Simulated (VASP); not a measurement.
An input for Ansatz (written as the equivalent of a VASP run, and not itself run):

Ansatz 0.2 input:
```yaml
crystal:
  lattice:
    - [0.0000000, 2.8830502, 2.8830502]
    - [2.8830502, 0.0000000, 2.8830502]
    - [2.8830502, 2.8830502, 0.0000000]
  atoms:
    - { symbol: Sr, position: [0.0000000, 0.0000000, 0.0000000] }
    - { symbol: F, position: [0.2500000, 0.2500000, 0.2500000] }
    - { symbol: F, position: [0.7500000, 0.7500000, 0.7500000] }
kpoints:
  mp_grid: { grid: [6, 6, 6] }
hamiltonian:
  xc: pbesol
  pseudopotentials: { kind: paw }
scf:
  occupations: { method: gaussian, width: 0.05 }
  max_iter: 100
output: { forces: true, stress: true, eigenvalues: true }
```

Task: Translate this input to VASP (INCAR, KPOINTS, POSCAR, choice of POTCAR).

Result: This is not unique; one that fits is 
**KPOINTS**
```
Automatic mesh
0
Gamma
6 6 6
0 0 0
```

File POSCAR:
```
SrF2
1
    0.0000000000     2.8830501593     2.8830501593
    2.8830501593     0.0000000000     2.8830501593
    2.8830501593     2.8830501593     0.0000000000
Sr F
1 2
Direct
  0.0000000000   0.0000000000   0.0000000000
  0.2500000000   0.2500000000   0.2500000000
  0.7500000000   0.7500000000   0.7500000000
```

**INCAR**
```
SYSTEM = SrF2
PREC = Accurate
ENCUT = 600
EDIFF = 1E-7
NELM = 100
ALGO = Normal
LREAL = .FALSE.
LASPH = .TRUE.
ISMEAR = 0
SIGMA = 0.05
GGA = PS
LMAXMIX = 4
LWAVE = .FALSE.
LCHARG = .FALSE.
ISIF = 2
```

POTCAR, in this order: Sr_sv F (PBE.64 set). Program: vasp_std.

What does not carry over: each code has its own PAW files, so the cut-off isn't converted (ENCUT is set for VASP's; basis.ecutwfc is left out, and Ansatz then takes the one that its files recommend); Ansatz stops its SCF on the density residual and VASP on the energy change (EDIFF).

The compound is SrF2 in the fluorite structure. It was relaxed first.
